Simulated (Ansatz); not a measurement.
Working through a relaxation of the ions of TiO2, space group C2/c

Computed with Ansatz 0.2.0 through its Python package.

Typed at the interpreter:
```pycon
>>> from dataclasses import dataclass
>>> import ansatz as az
>>> from ase import Atoms
>>> from ase.io import write
>>> import numpy as np
>>> @dataclass
... class Settings:
...     functional: str = "r2SCAN"
...     kmesh: tuple[int, ...] = (5, 5, 4)
...     smearing: str = "fixed"
...     scf_tol: float = 1e-07
...     fmax: float = 0.05
...
>>> settings = Settings()
>>> atoms = Atoms(
...     ["Ti", "Ti", "O", "O", "O", "O"],
...     scaled_positions=[
...         [0.13411, 0.86589, 0.25],
...         [0.86589, 0.13411, 0.75],
...         [0.331221, 0.088755, 0.667149],
...         [0.668779, 0.911245, 0.332851],
...         [0.911245, 0.668779, 0.832851],
...         [0.088755, 0.331221, 0.167149],
...     ],
...     cell=[
...         [2.706034, -2.706655, 0.0],
...         [2.706034, 2.706655, 0.0],
...         [-2.633531, 0.0, 4.796637],
...     ],
...     pbc=True,
... )
>>> tio2 = az.Crystal.from_ase(atoms)
>>> tio2.resolved().sites[-1]
Site(symbol='O', position=(0.08875499999999999, 0.331221, 0.167149), moment=None, axis=None, held=None, saved=None)
>>> setup = tio2.move(2, to=[0.345349, 0.0918, 0.673403]).fix(3).calculation()
>>> setup = setup.functional(settings.functional).basis(24 * az.Ha, density_ratio=4)
>>> setup = setup.kpoints(*settings.kmesh, center="monkhorst-pack")
>>> setup = setup.occupations(settings.smearing)
>>> setup = setup.mixing("anderson", preconditioner="none")
>>> setup = setup.scf(tolerance=settings.scf_tol, lower_state_search="light")
>>> setup = setup.relax(force_tolerance=settings.fmax, max_steps=60)
>>> steps = []
>>> def collect(event):
...     if event["event"] == "relax_step":
...         steps.append(event["data"])
...
>>> result = setup.session().plan().execute(on_event=collect)

>>> rep = result.report
>>> rep["n_iterations"], rep["closed_by"]
(2, 'deck_thresholds')
>>> rep["converged"], rep["free_energy_ev"]
(True, -7292.640057839553)
>>> for s in steps:
...     flag = "" if s["accepted"] else "  (rejected)"
...     print("step %2d  E = %.5f eV  largest force component = %.4f eV/A%s" % (s["step"], s["lagrangian_ev"], s["allowed_force_max_ev_ang"], flag))
...
step  1  E = -7292.61019 eV  largest force component = 0.5404 eV/A
step  2  E = -7292.63125 eV  largest force component = 0.2755 eV/A
step  3  E = -7292.64006 eV  largest force component = 0.0074 eV/A
>>> first, last = steps[0], steps[-1]
>>> symbols = [site.symbol for site in result.lattice.sites]
>>> print(f"energy gained {first['lagrangian_ev'] - last['lagrangian_ev']:.4f} eV in {len(steps) - 1} steps")
energy gained 0.0299 eV in 2 steps
>>> relaxed = Atoms(symbols, positions=[site.position_ang for site in result.lattice.sites], cell=result.lattice.cell_ang, pbc=True)
>>> write("relaxed.cif", relaxed, format="cif")
>>> print("relaxed fractional positions")
relaxed fractional positions
>>> for site in result.lattice.sites:
...     print(f"  {site.symbol:2s}", " ".join(f"{v % 1:8.5f}" for v in np.round(site.position_frac, 5)))
...
  Ti  0.12699  0.86852  0.24690
  Ti  0.87097  0.12409  0.74694
  O   0.32948  0.08204  0.66123
  O   0.66878  0.91124  0.33285
  O   0.91390  0.66651  0.83293
  O   0.08407  0.32715  0.16120
>>> print("%-22s %14.5f eV" % ("F = E - TS", rep["free_energy_ev"]))
F = E - TS                -7292.64006 eV
>>> print("%-22s %14.5f eV" % ("E", rep["internal_energy_ev"]))
E                         -7292.64006 eV
>>> print("%-22s %14.5f eV" % ("Harris-Foulkes", rep["harris_foulkes_ev"]))
Harris-Foulkes            -7292.64006 eV
>>> print("%-22s %14.5f eV" % ("Fermi level", rep["fermi_energy_ev"]))
Fermi level                   6.53280 eV
```

File `relaxed.cif` afterwards:
```cif
data_image0
_chemical_formula_structural       Ti2O4
_chemical_formula_sum              "Ti2 O4"
_cell_length_a       3.8273491215436564
_cell_length_b       3.8273491215436564
_cell_length_c       5.472039111494909
_cell_angle_alpha    109.89336061356562
_cell_angle_beta     109.89336061356562
_cell_angle_gamma    90.0131471358955

_space_group_name_H-M_alt    "P 1"
_space_group_IT_number       1

loop_
  _space_group_symop_operation_xyz
  'x, y, z'

loop_
  _atom_site_type_symbol
  _atom_site_label
  _atom_site_symmetry_multiplicity
  _atom_site_fract_x
  _atom_site_fract_y
  _atom_site_fract_z
  _atom_site_occupancy
  Ti  Ti1       1.0  0.12698626676966604  0.8685212639430462  0.2469038412801059  1.0000
  Ti  Ti2       1.0  0.8709675228579593  0.1240935303337458  0.7469366115446581  1.0000
  O   O1        1.0  0.329483850211473  0.08203565991067861  0.6612328010527145  1.0000
  O   O2        1.0  0.6687790000000001  0.911245  0.332851  1.0000
  O   O3        1.0  0.9139020016938765  0.6665070446100461  0.832932955219038  1.0000
  O   O4        1.0  0.08407256408986256  0.3271520138094668  0.16119575041215178  1.0000
```

Reading the output:
- The settings weren't tested for convergence.
- Spin is left out of this run.
- With fixed filling the reported Fermi level is the top filled level among the k-points of the SCF.
- The zero of the levels is a convention of the potentials, so an absolute Fermi energy is no work function.
- Energies along a relaxation are free energies. A last row that repeats the one before re-solves the same geometry more tightly.
- The structure comes from a database of computed cells and needn't be a stable or known phase.
- Finished in 95 s on 1 thread of Arm Neoverse V2 (shared host), peak memory 0.71 GiB.

(Lines on the test bed's own set-up are left out of the output.)
